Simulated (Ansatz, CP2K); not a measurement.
# Cost and result for the equilibrium volume of Ti2C

Symmetry: R-3m, No. 166, trigonal system. The conventional cell has a = 3.081 Å, b = 3.081 Å, c = 14.441 Å, α = 90.00°, β = 90.00°, γ = 120.00°. Around Ti (site symmetry 3m) lie 3 C at 2.11 Å. C (site symmetry -3m) is surrounded by 6 Ti at 2.11 Å.

The cell comes from a database or a generator and needn't be the stable form of this composition.

```csv
rung,level,program and potentials,cutoff (eV),k mesh,smearing,core time,chip,equilibrium volume (Å³/atom),notes
GGA,PBEsol,"Ansatz, Ansatz PAW",420,10 × 10 × 10,fermi-dirac 0.05,26 s,Arm Neoverse V2,12.84,"potentials made for PBE, which Ansatz adapts in part"
GGA + U (3 eV),"PBEsol+U (Ti d U = 3 eV, fll (the default))","Ansatz, Ansatz PAW",420,10 × 10 × 10,fermi-dirac 0.05,29 s,Arm Neoverse V2,13.13,"potentials made for PBE, which Ansatz adapts in part"
GGA + U (2 eV),"PBEsol+U (Ti d U = 2 eV, fll (the default))","Ansatz, Ansatz PAW",420,10 × 10 × 10,fermi-dirac 0.05,35 s,Arm Neoverse V2,13.03,"potentials made for PBE, which Ansatz adapts in part"
GGA + U (4 eV),"PBEsol+U (Ti d U = 4 eV, fll (the default))","Ansatz, Ansatz PAW",420,10 × 10 × 10,fermi-dirac 0.05,40 s,Arm Neoverse V1,13.23,"potentials made for PBE, which Ansatz adapts in part"
GGA + U (5 eV),"PBEsol+U (Ti d U = 5 eV, fll (the default))","Ansatz, Ansatz PAW",420,10 × 10 × 10,fermi-dirac 0.05,57 s,Arm Neoverse V1,13.34,"potentials made for PBE, which Ansatz adapts in part"
hybrid,PBE0,"Ansatz, Ansatz PAW",420,6 × 6 × 6,fermi-dirac 0.05,2.3 min,AMD EPYC 7R13 Zen 3,12.95,"coarse mesh; potentials made for PBE, which Ansatz adapts in part"
hybrid,HSE06,"Ansatz, Ansatz PAW",420,6 × 6 × 6,fermi-dirac 0.05,2.6 min,AMD EPYC 7R13 Zen 3,13.03,"coarse mesh; potentials made for PBE, which Ansatz adapts in part"
LDA,LDA,"CP2K, GTH_POTENTIALS Ti GTH-PADE-q12, C GTH-PADE-q4; TZVP-MOLOPT-PBE-GTH basis",-,8 × 8 × 8,fermi-dirac 0.1,48 min,Arm Neoverse V2,12.51,atomic basis
```

Times are single runs on shared hosts and different chips, so they are rough; meshes, cutoffs and the tasks' sizes weigh on the time. Task: relaxation of cell and atoms. All rows: no spin polarisation. Smearing widths are in eV. For a metal such meshes aren't converged. Meshes differ between rows, which moves values too. Meshes are those of the run's cell of 3 atoms unless a note names another. Relaxations start from the cell shown or near it and stop with a little pressure left. Runs on faulty files, with rough fits or with known faults for this quantity aren't shown. PBE isn't shown for this crystal. No row holds spin-orbit coupling.

By rung: GGA 12.84; GGA + U (3 eV) 13.13; GGA + U (2 eV) 13.03; GGA + U (4 eV) 13.23; GGA + U (5 eV) 13.34; LDA in atomic bases 12.51; hybrid on coarse meshes 12.95 to 13.03 (Å³/atom).
